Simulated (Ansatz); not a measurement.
The system is SnSe.

```
Sn Se
1.0
    11.42000    0.00000    0.00000
     0.00000    4.19000    0.00000
     0.00000    0.00000    4.46000
Sn Se
4 4
Cartesian
  10.0153 3.1425 4.0541
  7.1147 1.0475 1.8241
  4.3053 3.1425 2.6359
  1.4047 1.0475 0.4059
  7.3431 3.1425 4.3886
  9.7869 1.0475 2.1586
  1.6331 3.1425 2.3014
  4.0769 1.0475 0.0714
```

| Quantity | Value |
| --- | --- |
| Program | Ansatz 0.2.0 |
| Task | relaxation of cell and atoms |
| Functional | r2SCAN |
| Potentials or basis | Ansatz PAW |
| Cutoff | 500 eV (not typed: the program's choice for these potentials) |
| k mesh | 3 × 6 × 6 |
| Occupations | fermi-dirac, width 0.05 eV |
| Spin | no spin polarisation |

At the start: volume 26.68 Å³/atom.

Problem. How do energy, volume and symmetry change on relaxing?

Solution. It ends after 8 steps and the volume is 28.30 Å³/atom (+6.1 %); space group Pnma (No. 62, to 0.05 Å).

The path:
```
step  energy change (eV)  largest force (eV/Å)  volume (Å³)
   1              0.0000                0.2031       213.41
   2             -0.0811                0.0723       228.87
   3             -0.0988                0.0392       226.35
   4             -0.1062                0.0880       222.45
   5             -0.1129                0.0365       225.71
   6             -0.1162                0.0407       226.10
   7             -0.1174                0.0025       226.38
   8             -0.1182                0.0024       226.38
```

Final structure:
```
CELL_PARAMETERS angstrom
11.68171 0.00000 0.00000
0.00000 4.12506 0.00000
0.00000 0.00000 4.69782
ATOMIC_POSITIONS crystal
Sn 0.87984 0.75000 0.87564
Sn 0.62016 0.25000 0.37564
Sn 0.37984 0.75000 0.62436
Sn 0.12016 0.25000 0.12436
Se 0.64796 0.75000 0.98848
Se 0.85204 0.25000 0.48848
Se 0.14796 0.75000 0.51152
Se 0.35204 0.25000 0.01152
```

Caveat: the plane-wave basis is chosen anew once the cell has moved, so the energies of steps on either side of that aren't comparable; the PAW data sets come from PBE, with cores solved anew for the run's functional, which leaves a small shift of forces and pressure.
